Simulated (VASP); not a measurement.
# GeS: single point with PBEsol

GeS:

```
Ge S
1.0
    10.44000    0.00000    0.00000
     0.00000    3.65000    0.00000
     0.00000    0.00000    4.30000
Ge S
4 4
Direct
  0.12100 0.25000 0.10600
  0.87900 0.75000 0.89400
  0.37900 0.75000 0.60600
  0.62100 0.25000 0.39400
  0.85200 0.25000 0.50300
  0.14800 0.75000 0.49700
  0.64800 0.75000 0.00300
  0.35200 0.25000 0.99700
```

```json
{
 "Program": "VASP 6.6.1",
 "Task": "single point",
 "Functional": "PBEsol",
 "Potentials or basis": "VASP PAW PBE potentials, release 64 (Ge_d, S)",
 "Cutoff": "520 eV",
 "k mesh": "2 × 6 × 4",
 "Occupations": "gaussian, width 0.1 eV",
 "Spin": "no spin polarisation",
 "Dipole correction": "no",
 "Further INCAR settings": "ALGO = Fast; EDIFF = 1e-06; NBANDS = 50"
}
```

```
Pressure               : -2.9 GPa
Largest force          : 0.449 eV/Å
Band gap on the k mesh : 0.92 eV, indirect (least direct gap 0.96 eV)
```

Forces in eV/Å, atoms in the order of the input:
```
Ge   0.252  0.000  0.372
Ge  -0.252  0.000 -0.372
Ge  -0.252  0.000  0.372
Ge   0.252  0.000 -0.372
S   -0.122  0.000  0.321
S    0.122  0.000 -0.321
S    0.122  0.000  0.321
S   -0.122  0.000 -0.321
```

Stress tensor (GPa, compression positive):
```
-2.31  0.00  0.00
 0.00 -2.04  0.00
 0.00  0.00 -4.24
```

Levels at points of the mesh, in eV from the valence-band top:
| k point | band 37 | band 38 | band 39 | band 40 | band 41 | band 42 | band 43 | band 44 |
| --- | --- | --- | --- | --- | --- | --- | --- | --- |
| (0.00, 0.00, 0.00) | -1.33 | -0.99 | -0.96 | 0.00 | 0.96 | 2.82 | 3.12 | 3.25 |
| (0.50, 0.00, 0.00) | -1.60 | -1.60 | -0.43 | -0.43 | 2.64 | 2.64 | 2.80 | 2.80 |
| (0.00, 0.50, 0.00) | -1.40 | -1.40 | -1.16 | -1.16 | 1.20 | 1.20 | 1.46 | 1.46 |
| (0.50, 0.50, 0.00) | -1.52 | -1.52 | -1.52 | -1.52 | 1.61 | 1.61 | 1.61 | 1.61 |
| (0.00, 0.00, 0.50) | -0.87 | -0.87 | -0.12 | -0.12 | 1.81 | 1.81 | 2.45 | 2.45 |
| (0.50, 0.00, 0.50) | -0.63 | -0.63 | -0.15 | -0.15 | 1.78 | 1.78 | 2.43 | 2.43 |
| (0.00, 0.50, 0.50) | -2.20 | -2.20 | -1.51 | -1.51 | 3.20 | 3.20 | 3.25 | 3.25 |
| (0.50, 0.50, 0.50) | -1.45 | -1.45 | -1.45 | -1.45 | 2.80 | 2.80 | 2.80 | 2.80 |

It took 2.1 min on 1 thread of AMD EPYC 9R45 (Zen 5), with other jobs on the host, peak memory 0.29 GiB.

Caveat: the PAW data sets were made with another functional, which shifts forces and pressure a little. A k mesh can miss the band edges.
